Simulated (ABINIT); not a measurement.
The system is TaN.

```
Ta N
1.0
     2.73231    0.00000    0.00000
     0.00000    2.73231    0.00000
     0.00000    0.00000    2.73231
Ta N
1 1
Direct
  0.00000 0.00000 0.00000
  0.50000 0.50000 0.50000
```

The cell comes from a database or a generator and needn't be the stable form of this composition.

* Program: ABINIT 10.8.3 (patched build)
* Task: relaxation of cell and atoms
* Functional: LDA
* Potentials or basis: PseudoDojo NC SR LDA v0.4.1 standard
* Cutoff: 1143 eV
* k mesh: 8 × 8 × 8
* Occupations: fermi-dirac, width 0.05 eV
* Spin: no spin polarisation

At the start: pressure -12.2 GPa; volume 10.20 Å³/atom.

Question: Where does the relaxation end?

Answer: Over 3 steps the energy falls by 14.9 meV/atom and the volume is 9.82 Å³/atom (-3.7 %); space group Pm-3m (No. 221, to 0.05 Å).

Step by step:
```csv
step,energy change (eV),largest force (eV/Å),pressure (GPa),volume (Å³)
1,0.0000,0.0000,-12.23,20.40
2,-0.0298,0.0000,-0.03,19.64
3,-0.0298,0.0000,0.00,19.64
```

Final structure:
```cif
data_structure
_symmetry_space_group_name_H-M 'P 1'
_symmetry_Int_Tables_number 1
_cell_length_a 2.6982
_cell_length_b 2.6982
_cell_length_c 2.6982
_cell_angle_alpha 90.000
_cell_angle_beta 90.000
_cell_angle_gamma 90.000
_cell_volume 19.64
loop_
_atom_site_label
_atom_site_type_symbol
_atom_site_fract_x
_atom_site_fract_y
_atom_site_fract_z
_atom_site_occupancy
Ta1 Ta 0.00000 0.00000 0.00000 1
N1 N 0.50000 0.50000 0.50000 1
```
